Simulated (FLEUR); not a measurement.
# SnSe (Fm-3m) in FLEUR: notebook

Runs on SnSe. Level: PBEsol. Tasks: band structure, equation of state.

Program: FLEUR MaX-R8.1 (later development tree). These are calculated values, not measurements. Logs are shortened: lines on timing, memory, paths and dates and some standing lists are left out, and cuts for length are marked.

## Step 1: The structure

Symmetry: Fm-3m, No. 225, cubic system. Conventional cell: a = 6.020 Å, b = 6.020 Å, c = 6.020 Å, α = 90.00°, β = 90.00°, γ = 90.00°. Around Sn (site symmetry m-3m) lie 6 Se at 3.01 Å. Se (site symmetry m-3m) has 6 Sn at 3.01 Å as nearest neighbours.

Measurements of this composition are mostly on another form, of space group No. 62.

## Step 2: Band structure, PBEsol

Input file inp.xml:

```xml
<?xml version="1.0" encoding="UTF-8" standalone="no"?>
<fleurInput fleurInputVersion="0.39">
   <comment>
      SnSe                                                                                                
   </comment>
   <calculationSetup>
      <cutoffs Kmax="4.1" Gmax="12.7" GmaxXC="12.7" numbands="0"/>
      <scfLoop itmax="60" minDistance="0.00001" maxIterBroyd="15" imix="Anderson" alpha="0.05" precondParam="0.0" spinf="2.0" sdNocoIR="T"/>
      <coreElectrons ctail="T" frcor="F" kcrel="0" coretail_lmax="0"/>
      <xcFunctional name="PBEs" relativisticCorrections="F"/>
      <magnetism jspins="1"/>
      <soc l_soc="F" theta="0.0" phi="0.0" spav="F"/>
      <expertModes spex="0" secvar="F"/>
      <geometryOptimization l_f="F" forcealpha="1.0" forcemix="BFGS" epsdisp="0.00001" epsforce="0.00001"/>
      <ldaU l_linMix="F" mixParam="0.05" spinf="1.0"/>
   </calculationSetup>
   <cell>
      <bzIntegration valenceElectrons="38.0" mode="hist" fermiSmearingEnergy="0.00183747">
         <kPointListSelection listName="default-1"/>
         <!-- k-points included here -->
         <xi:include xmlns:xi="http://www.w3.org/2001/XInclude" href="kpts.xml"> </xi:include>
      </bzIntegration>
      <!-- symmetry operations included here -->
      <xi:include xmlns:xi="http://www.w3.org/2001/XInclude" href="sym.xml"> </xi:include>
      <bulkLattice scale="1.0">
[... 31 lines left out ...]
            <stateOccupation state="(4p3/2)" spinUp="1.333333" spinDown="1.333333"/>
         </electronConfig>
         <energyParameters s="4" p="4" d="4" f="4"/>
         <lo type="SCLO" l="2" n="3" eDeriv="0"/>
         <lo type="SCLO" l="0" n="4" eDeriv="2"/>
         <lo type="SCLO" l="1" n="4" eDeriv="2"/>
         <lo type="SCLO" l="3" n="4" eDeriv="2"/>
      </species>
   </atomSpecies>
   <atomGroups>
      <atomGroup species="Tin (Sn)">
         <relPos label="                   1">.0000000000 .0000000000 .0000000000</relPos>
         <force calculate="T" relaxXYZ="TTT"/>
      </atomGroup>
      <atomGroup species="Selenium (Se)">
         <relPos label="                   2">1.000/2.000 1.000/2.000 1.000/2.000</relPos>
         <force calculate="T" relaxXYZ="TTT"/>
      </atomGroup>
   </atomGroups>
   <output dos="F" band="F" slice="F">
      <checks vchk="F" cdinf="F"/>
      <bandDOS minEnergy="-.5*Htr" maxEnergy="0.5*Htr" sigma="0.015" storeEVData="T"/>
      <vacuumDOS vacdos="F" integ="F" star="F" nstars="0" locx1="0.0" locy1="0.0" locx2="0.0" locy2="0.0" nstm="0" tworkf="0.0"/>
      <unfoldingBand unfoldBand="F" supercellX="1" supercellY="1" supercellZ="1"/>
      <plotting iplot="0" polar="F">
         <plot TwoD="T" vec1="  1.0  0.0  0.0" vec2="  0.0  1.0  0.0" vec3="  0.0  0.0  1.0" zero="  0.0  0.0  0.0" file="plot"/>
      </plotting>
      <chargeDensitySlicing numkpt="0" minEigenval="0.0" maxEigenval="0.0" nnne="0" pallst="F"/>
      <specialOutput eonly="F"/>
      <moessbauerParams electricFieldGradient="T" isomerShift="T" coreHyperfine="T" valenceHyperfine="T"/>
      <magneticCircularDichroism mcd="F" energyLo="-10.0" energyUp="0.0"/>
   </output>
  <!-- We include the file relax.xml here to enable relaxations (see documentation) -->
  <xi:include xmlns:xi="http://www.w3.org/2001/XInclude" href="relax.xml"> <xi:fallback/> </xi:include>
</fleurInput>
```

Input file crystal.txt:

```
SnSe
&input cartesian=F /
0.0000000000  3.0100000000  3.0100000000
3.0100000000  0.0000000000  3.0100000000
3.0100000000  3.0100000000  0.0000000000
1.8897261246
1.0 1.0 1.0

2
50 0.0000000000  0.0000000000  0.0000000000
34 0.5000000000  0.5000000000  0.5000000000

&kpt div1=8 div2=8 div3=8 gamma=T /
```

Input file inp.xml (bands):

```
<?xml version="1.0" encoding="UTF-8" standalone="no"?>
<fleurInput fleurInputVersion="0.39">
   <comment>
      SnSe                                                                                                
   </comment>
   <calculationSetup>
      <cutoffs Kmax="4.1" Gmax="12.7" GmaxXC="12.7" numbands="0"/>
      <scfLoop itmax="60" minDistance="0.00001" maxIterBroyd="15" imix="Anderson" alpha="0.05" precondParam="0.0" spinf="2.0" sdNocoIR="T"/>
      <coreElectrons ctail="T" frcor="F" kcrel="0" coretail_lmax="0"/>
      <xcFunctional name="PBEs" relativisticCorrections="F"/>
      <magnetism jspins="1"/>
      <soc l_soc="F" theta="0.0" phi="0.0" spav="F"/>
      <expertModes spex="0" secvar="F"/>
      <geometryOptimization l_f="F" forcealpha="1.0" forcemix="BFGS" epsdisp="0.00001" epsforce="0.00001"/>
      <ldaU l_linMix="F" mixParam="0.05" spinf="1.0"/>
   </calculationSetup>
   <cell>
      <bzIntegration valenceElectrons="38.0" mode="hist" fermiSmearingEnergy="0.00183747">
         <kPointListSelection listName="path-1"/>
         <!-- k-points included here -->
         <xi:include xmlns:xi="http://www.w3.org/2001/XInclude" href="kpts.xml"> </xi:include>
      </bzIntegration>
      <!-- symmetry operations included here -->
      <xi:include xmlns:xi="http://www.w3.org/2001/XInclude" href="sym.xml"> </xi:include>
      <bulkLattice scale="1.0">
         <bravaisMatrix>
[... 30 lines left out ...]
            <stateOccupation state="(4p3/2)" spinUp="1.333333" spinDown="1.333333"/>
         </electronConfig>
         <energyParameters s="4" p="4" d="4" f="4"/>
         <lo type="SCLO" l="2" n="3" eDeriv="0"/>
         <lo type="SCLO" l="0" n="4" eDeriv="2"/>
         <lo type="SCLO" l="1" n="4" eDeriv="2"/>
         <lo type="SCLO" l="3" n="4" eDeriv="2"/>
      </species>
   </atomSpecies>
   <atomGroups>
      <atomGroup species="Tin (Sn)">
         <relPos label="                   1">.0000000000 .0000000000 .0000000000</relPos>
         <force calculate="T" relaxXYZ="TTT"/>
      </atomGroup>
      <atomGroup species="Selenium (Se)">
         <relPos label="                   2">1.000/2.000 1.000/2.000 1.000/2.000</relPos>
         <force calculate="T" relaxXYZ="TTT"/>
      </atomGroup>
   </atomGroups>
   <output dos="F" band="T" slice="F">
      <checks vchk="F" cdinf="F"/>
      <bandDOS minEnergy="-.5*Htr" maxEnergy="0.5*Htr" sigma="0.015" storeEVData="T"/>
      <vacuumDOS vacdos="F" integ="F" star="F" nstars="0" locx1="0.0" locy1="0.0" locx2="0.0" locy2="0.0" nstm="0" tworkf="0.0"/>
      <unfoldingBand unfoldBand="F" supercellX="1" supercellY="1" supercellZ="1"/>
      <plotting iplot="0" polar="F">
         <plot TwoD="T" vec1="  1.0  0.0  0.0" vec2="  0.0  1.0  0.0" vec3="  0.0  0.0  1.0" zero="  0.0  0.0  0.0" file="plot"/>
      </plotting>
      <chargeDensitySlicing numkpt="0" minEigenval="0.0" maxEigenval="0.0" nnne="0" pallst="F"/>
      <specialOutput eonly="F"/>
      <moessbauerParams electricFieldGradient="T" isomerShift="T" coreHyperfine="T" valenceHyperfine="T"/>
      <magneticCircularDichroism mcd="F" energyLo="-10.0" energyUp="0.0"/>
   </output>
  <!-- We include the file relax.xml here to enable relaxations (see documentation) -->
  <xi:include xmlns:xi="http://www.w3.org/2001/XInclude" href="relax.xml"> <xi:fallback/> </xi:include>
</fleurInput>
```

Potentials or basis: all-electron, FLAPW.

Started as:

```
inpgen -f crystal.txt -profile fastHighL
# inp.xml edited to the form shown
fleur_MPI
fleur_MPI   # second run, on inp.xml (bands)
```

What it wrote:

```text
Welcome to FLEUR        (www.flapw.de)
      MaX-Release 8.1          (www.max-centre.eu)

 ========== k-point set info ==========
 Selected k-point list: default-1
 k-point list type: mesh
 8 x 8 x 8
 Number of k points: 29

 ------------Calculation Setup---------------------------
 Number of MPI-tasks      :            1
 Number of PE/node        :            1
 Number of OMP-threads    :            1
 Most efficient MPI parallelization for:
           1          29
 Additional eigenvalue parallelization possible
 Number of basis functions:          514
 Approximate size of matrices (H+S) per k-point:         0.004 GB
 --------------------------------------------------------
 Iteration:     1   Distance:       4.76555245 me/bohr^3
 Iteration:     2   Distance:       4.30273266 me/bohr^3
 Iteration:     3   Distance:       2.25699625 me/bohr^3
 Iteration:     4   Distance:       0.98193987 me/bohr^3
 Iteration:     5   Distance:       0.68922954 me/bohr^3
 Iteration:     6   Distance:       0.08541183 me/bohr^3
 Iteration:     7   Distance:       0.07266756 me/bohr^3
 Iteration:     8   Distance:       0.02423252 me/bohr^3
 Iteration:     9   Distance:       0.00333442 me/bohr^3
 Iteration:    10   Distance:       0.00292916 me/bohr^3
 Iteration:    11   Distance:       0.00031456 me/bohr^3
 Iteration:    12   Distance:       0.00010715 me/bohr^3
 Iteration:    13   Distance:       0.00001457 me/bohr^3
 Iteration:    14   Distance:       0.00000404 me/bohr^3

 ********************************************************************
 Run finished successfully
 Stop message:
   all done
 ********************************************************************
```

output (bands):

```text
Welcome to FLEUR        (www.flapw.de)
      MaX-Release 8.1          (www.max-centre.eu)

 ========== k-point set info ==========
 Selected k-point list: path-1
 k-point list type: path
 Number of k points: 60

 ------------Calculation Setup---------------------------
 Number of MPI-tasks      :            1
 Number of PE/node        :            1
 Number of OMP-threads    :            1
 Most efficient MPI parallelization for:
           1           2           3           4           5           6          10          12          15          20          30          60
 Additional eigenvalue parallelization possible
 Number of basis functions:          514
 Approximate size of matrices (H+S) per k-point:         0.004 GB
 --------------------------------------------------------
 Fermi energy correction for metals:
 Fermi energy in bands.* files may not be consistent with last density.
 Please correct it manually (e.g. in band.gnu file).

 Note: Band structure data (together with different weights) is also stored in the banddos.hdf file.
       A convenient way of extracting and plotting the data from that file is by making use of the

 ********************************************************************
 Run finished successfully
 Stop message:
   Charge density postprocessing done.
 ********************************************************************
```

out.xml (last iteration):

```text
<iteration numberForCurrentRun="   14" overallNumber="   14">
         <energyParameters units="Htr">
            <atomicEP atomType="1" spin="1" branch="5s" branchLowest="-4.53" branchHighest="0.61" value="-0.0439961826"/>
            <atomicEP atomType="1" spin="1" branch="5p" branchLowest="-2.90" branchHighest="1.22" value="0.1819849502"/>
            <atomicEP atomType="1" spin="1" branch="4d" branchLowest="-17.00" branchHighest="-0.53" value="-0.5500153223"/>
            <atomicEP atomType="1" spin="1" branch="4f" branchLowest="-9.99" branchHighest="1.75" value="0.5399599366"/>
            <loAtomicEP atomType="1" spin="1" branch="4s" branchLowest="-30.63" branchHighest="-4.53" value="-4.5287248501"/>
            <loAtomicEP atomType="1" spin="1" branch="4p" branchLowest="-25.26" branchHighest="-2.90" value="-2.9137661685"/>
            <loAtomicEP atomType="1" spin="1" branch="4p" branchLowest="-25.26" branchHighest="-2.90" value="-2.9137661685"/>
            <loAtomicEP atomType="1" spin="1" branch="4d" branchLowest="-17.00" branchHighest="-0.53" value="-0.5627679253"/>
            <loAtomicEP atomType="1" spin="1" branch="4f" branchLowest="-9.99" branchHighest="1.75" value="0.5399617209"/>
            <atomicEP atomType="2" spin="1" branch="4s" branchLowest="-7.40" branchHighest="0.09" value="-0.2459250352"/>
            <atomicEP atomType="2" spin="1" branch="4p" branchLowest="-5.18" branchHighest="0.70" value="0.1157131779"/>
            <atomicEP atomType="2" spin="1" branch="4d" branchLowest="-1.52" branchHighest="1.75" value="0.4118830408"/>
            <atomicEP atomType="2" spin="1" branch="4f" branchLowest="-9.99" branchHighest="2.64" value="0.5829525128"/>
            <loAtomicEP atomType="2" spin="1" branch="3d" branchLowest="-9.99" branchHighest="-1.52" value="-1.5225599460"/>
            <loAtomicEP atomType="2" spin="1" branch="4s" branchLowest="-7.40" branchHighest="0.09" value="-0.2459250352"/>
            <loAtomicEP atomType="2" spin="1" branch="4p" branchLowest="-5.18" branchHighest="0.70" value="0.1121616237"/>
            <loAtomicEP atomType="2" spin="1" branch="4f" branchLowest="-9.99" branchHighest="2.64" value="0.5829549352"/>
         </energyParameters>
         <eigenvalues>
            <eigenvaluesAt spin="1" ikpt="1" k_x="0.00000000" k_y="0.00000000" k_z="0.00000000">
                      -4.5287237931       -2.9052612104       -2.9052612104       -2.9052612104       -1.5246547210
                      -1.5246547210       -1.5245901361       -1.5245901361       -1.5245901361       -0.5649757332
                      -0.5649757332       -0.5649757332       -0.5649603517       -0.5649603517       -0.2842092869
                       0.0380403435        0.1456744644        0.1456744644        0.1456744644        0.3833880524
                       0.3833880524        0.3833880524        0.4397416148        0.4397416148        0.4397416148
                       0.5218483628        0.5260821018        0.5260821018        0.5627961515        0.9838162203
            </eigenvaluesAt>
            <eigenvaluesAt spin="1" ikpt="2" k_x="0.00000000" k_y="0.00000000" k_z="0.12500000">
                      -4.5287237913       -2.9052614587       -2.9052611913       -2.9052611913       -1.5246556420
                      -1.5246556420       -1.5245922158       -1.5245913401       -1.5245913401       -0.5650089875
[... 51 lines left out ...]
            <state n="3" l="1" j="1.5" energy="-5.1147190561" weight="2.0000000000"/>
         </coreStates>
         <allElectronCharges>
            <spinDependentCharge spin="1" total="84.0000000" interstitial="3.0731756" mtSpheres="80.9268244"/>
            <totalCharge value="83.9999999964"/>
         </allElectronCharges>
         <moessbauerParams unitsHFF="kG" unitsIS="e/bohr^3" unitsEFG="Htr/bohr^2">
            <coreIsomerShift atomType="1" isTotal="193344.88451">
               <shell n="1" l="0" isomerShift="169102.90196"/>
               <shell n="2" l="0" isomerShift="19816.48122"/>
               <shell n="2" l="1" isomerShift="477.18536"/>
               <shell n="3" l="0" isomerShift="3848.22438"/>
               <shell n="3" l="1" isomerShift="100.09158"/>
               <shell n="3" l="2" isomerShift="0.00002"/>
            </coreIsomerShift>
            <coreIsomerShift atomType="2" isTotal="39904.55128">
               <shell n="1" l="0" isomerShift="35630.70737"/>
               <shell n="2" l="0" isomerShift="3653.07603"/>
               <shell n="2" l="1" isomerShift="36.79596"/>
               <shell n="3" l="0" isomerShift="578.09367"/>
               <shell n="3" l="1" isomerShift="5.87825"/>
            </coreIsomerShift>
            <isomerShift atomType="1" nucleusRadius="0.0001161" averageDensity="194207.19492"/>
            <isomerShift atomType="2" nucleusRadius="0.0001013" averageDensity="39961.50535"/>
            <electricFieldGradient atomType="1" VXX="0.00000" VYY="0.00000" VZZ="0.00000" asymParam="0.00000">
            </electricFieldGradient>
            <electricFieldGradient atomType="2" VXX="0.00000" VYY="0.00000" VZZ="0.00000" asymParam="0.00000">
            </electricFieldGradient>
         </moessbauerParams>
         <totalEnergy                                    value="    -8604.9711563810" units="Htr">
            <sumOfEigenvalues                            value="    -5134.2869862830">
               <coreElectrons value="-5087.0991689685"/>
               <valenceElectrons value="-47.1878173144"/>
            </sumOfEigenvalues>
            <densityCoulombPotentialIntegral value="-13795.6761732454"/>
            <densityEffectivePotentialIntegral value="-14122.7368850142"/>
            <chargeDenXCDenIntegral value="-248.9301120994"/>
            <FockExchangeEnergyValence value="0.0000000000"/>
            <FockExchangeEnergyCore value="0.0000000000"/>
            <atomTypeDependentContributions atomType="1">
               <electronNucleiInteractionDifferentMTs value="7483.6604441500"/>
               <MadelungTerm value="-23.0310932268"/>
            </atomTypeDependentContributions>
            <atomTypeDependentContributions atomType="2">
               <electronNucleiInteractionDifferentMTs value="2927.9220118102"/>
               <MadelungTerm value="-12.0393072031"/>
            </atomTypeDependentContributions>
            <tkbTimesEntropy value="0.0000011967"/>
            <freeEnergy value="-8604.9711575777"/>
            <extrapolationTo0K value="-8604.9711569794"/>
         </totalEnergy>
         <densityConvergence units="me/bohr^3">
            <chargeDensity spin="1" distance="0.0000040393"/>
         </densityConvergence>
      </iteration>
```

It took 42 s on 1 thread of Arm Neoverse V2, shared host; peak memory 0.08 GiB.

What came out:

```
Free energy                                           : -234153.1938 eV
Band gap along the path                               : 0.14 eV, indirect (least direct gap 0.16 eV)
Valence electrons inside the program's atomic spheres : Sn 20.07; Se 14.85 (radii Sn 2.66, Se 2.56 bohr)
```

Levels at the corners of the path, in eV from the valence-band top:
```tsv
point	band 15	band 16	band 17	band 18	band 19	band 20	band 21	band 22	band 23	band 24
Γ	-13.93	-5.16	-2.23	-2.23	-2.23	4.24	4.24	4.24	5.77	5.77
X	-12.71	-6.09	-5.55	-3.69	-3.69	2.88	5.27	5.27	5.88	10.47
W	-12.68	-6.99	-4.78	-4.78	-0.85	1.40	4.66	4.66	7.12	7.12
K	-12.72	-7.08	-5.14	-3.22	-2.54	3.14	3.54	5.17	5.25	9.75
Γ	-13.93	-5.16	-2.23	-2.23	-2.23	4.24	4.24	4.24	5.77	5.77
L	-12.99	-8.13	-1.99	-1.99	-0.13	0.52	1.17	1.17	8.08	10.00
U	-12.72	-7.08	-5.14	-3.22	-2.54	3.14	3.54	5.17	5.25	9.75
W	-12.68	-6.99	-4.78	-4.78	-0.85	1.40	4.66	4.66	7.12	7.12
L	-12.99	-8.13	-1.99	-1.99	-0.13	0.52	1.17	1.17	8.08	10.00
K	-12.72	-7.08	-5.14	-3.22	-2.54	3.14	3.54	5.17	5.25	9.75
U	-12.72	-7.08	-5.14	-3.22	-2.54	3.14	3.54	5.17	5.25	9.75
X	-12.71	-6.09	-5.55	-3.69	-3.69	2.88	5.27	5.27	5.88	10.47
```

Core levels (eV from the Fermi level):
```csv
atom,levels
1 Sn,"1s1/2 -28976.5, 2s1/2 -4370.1, 2p1/2 -4082.3, 2p3/2 -3851.9, 3s1/2 -839.9, 3p1/2 -723.0, 3p3/2 -680.9, 3d3/2 -474.1, 3d5/2 -465.4"
2 Se,"1s1/2 -12485.9, 2s1/2 -1599.9, 2p1/2 -1435.1, 2p3/2 -1393.4, 3s1/2 -207.7, 3p1/2 -151.4, 3p3/2 -145.5"
```

Caveat: spin-orbit coupling is left out, which moves the levels of the heavy elements.

## Step 3: Equation of state, PBEsol, 25.63 Å³/atom (volume scaled by 0.94)

Changes to inp.xml since step 2:

```diff
@@ -24,3 +24,3 @@
       <xi:include xmlns:xi="http://www.w3.org/2001/XInclude" href="sym.xml"> </xi:include>
-      <bulkLattice scale="1.0">
+      <bulkLattice scale="0.9795861087">
          <bravaisMatrix>
@@ -34,3 +34,3 @@
       <species name="Tin (Sn)" element="Sn" atomicNumber="50">
-         <mtSphere radius="2.66" gridPoints="879" logIncrement="0.015"/>
+         <mtSphere radius="2.63" gridPoints="879" logIncrement="0.015"/>
          <atomicCutoffs lmax="11" lnonsphr="8"/>
@@ -50,3 +50,3 @@
       <species name="Selenium (Se)" element="Se" atomicNumber="34">
-         <mtSphere radius="2.56" gridPoints="847" logIncrement="0.015"/>
+         <mtSphere radius="2.48" gridPoints="847" logIncrement="0.015"/>
          <atomicCutoffs lmax="10" lnonsphr="8"/>
```

Potentials or basis: all-electron, FLAPW.

Started as:

```
inpgen -f crystal.txt -profile fastHighL
# inp.xml edited to the form shown
fleur_MPI
```

Wall time 33 s (1 thread of Arm Neoverse V2, shared host); peak memory 0.08 GiB.

Results (log left out):

```
Free energy                                           : -234153.2019 eV
Band gap on the k mesh                                : 0.76 eV, indirect (least direct gap 0.92 eV)
Valence electrons inside the program's atomic spheres : Sn 20.07; Se 14.68 (radii Sn 2.63, Se 2.48 bohr)
```

Caveat: spin-orbit coupling is left out, which moves the levels of the heavy elements.

## Step 4: Equation of state, PBEsol, 26.18 Å³/atom (volume scaled by 0.96)

Changes to inp.xml since step 3:

```diff
@@ -24,3 +24,3 @@
       <xi:include xmlns:xi="http://www.w3.org/2001/XInclude" href="sym.xml"> </xi:include>
-      <bulkLattice scale="0.9795861087">
+      <bulkLattice scale="0.9864848297">
          <bravaisMatrix>
```

Started as:

```
inpgen -f crystal.txt -profile fastHighL
# inp.xml edited to the form shown
fleur_MPI
```

Wall time 35 s (1 thread of Arm Neoverse V2, shared host); peak memory 0.08 GiB.

Results (log left out):

```
Free energy                                           : -234153.2075 eV
Band gap on the k mesh                                : 0.75 eV, indirect (least direct gap 0.84 eV)
Valence electrons inside the program's atomic spheres : Sn 20.05; Se 14.67 (radii Sn 2.63, Se 2.48 bohr)
```

Caveat: spin-orbit coupling is left out, which moves the levels of the heavy elements.

(Part 1 of 2 ends here.)
